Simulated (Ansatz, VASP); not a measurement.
Nb: VASP beside Ansatz

INCAR

```
ALGO = Normal ; EDIFF = 1E-6
ENCUT = 520 ; GGA = PE
ISIF = 2 ; ISMEAR = 1
LASPH = T ; LCHARG = F
LREAL = F ; LWAVE = F
NBANDS = 12 ; NELM = 100
PREC = Accurate ; SIGMA = 0.1
```

KPOINTS

```
k-points
0
Gamma
  13 13 13
```

POSCAR

```
Nb
1.0
   -1.6547957147      1.6547957147      1.6547957147
    1.6547957147     -1.6547957147      1.6547957147
    1.6547957147      1.6547957147     -1.6547957147
Nb
1
Direct
    0.0000000000      0.0000000000      0.0000000000
```

Input for Ansatz:

```yaml
crystal:
  lattice:
    - [-1.6547957147, 1.6547957147, 1.6547957147]
    - [1.6547957147, -1.6547957147, 1.6547957147]
    - [1.6547957147, 1.6547957147, -1.6547957147]
  atoms:
    - { symbol: Nb, position: [0.0, 0.0, 0.0] }
hamiltonian:
  xc: pbe
  pseudopotentials:
    kind: paw
    azcp:
      Nb: "pseudopotentials/Nb.paw.azcp"
basis:
  ecutwfc: 420
  fft_grid_basis: typed
kpoints:
  mp_grid: { grid: [13, 13, 13], shift: [0, 0, 0] }
magnetization:
  spin_polarized: false
scf:
  occupations: { method: methfessel_paxton, width: 0.1 }
  lower_state_search: "off"
output:
  stress: true
```

Alike in both runs: task single point; functional PBE; k mesh 13 × 13 × 13; occupations methfessel-paxton of order 1, width 0.1 eV; no spin polarisation.

|  | VASP | Ansatz |
| --- | --- | --- |
| version | VASP 6.6.1 | Ansatz 0.2.0 |
| potentials or method | VASP PAW PBE potentials, release 64 (Nb_sv) | plane waves (420 eV) with PAW, scalar-relativistic |
| plane-wave cutoff (eV) | 520 | 420 |
| valence electrons in the cell | 13 | 13 |

Ansatz gave:

| Property | Result |
| --- | --- |
| pressure (GPa) | -0.5 |

Which values does VASP return?

Pressure (GPa): -0.9.
